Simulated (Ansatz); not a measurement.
Level of theory: Ansatz 0.2.0, DFT PBEsol, scalar-relativistic, plane waves, PAW.

Cutoff 420 eV; k points 10×10×10 on the computed 2-atom cell (Γ-centred); Gaussian smearing, width 0.10 eV; no spin polarisation.

Structure with the computed forces (eV/Å) in the last three columns:

```xyz
2
Lattice="0.0387 3.3513 3.4771 3.3489 0.1093 3.4065 3.4050 3.3367 0.0532" Properties=species:S:1:pos:R:3:forces:R:3 pbc="T T T" pressure_GPa=-4.29
Bi   -0.1542    0.0155   -0.0068    0.3050    0.0220   -0.0050
Te    3.5505    3.3831    3.4752   -0.3050   -0.0220    0.0050
```

Stress tensor (GPa, compression positive):

```
-3.64  0.24 -0.05
 0.24 -3.92 -0.13
-0.05 -0.13 -5.31
```

Spin–orbit coupling is left out, which can shift energies with elements as heavy as these.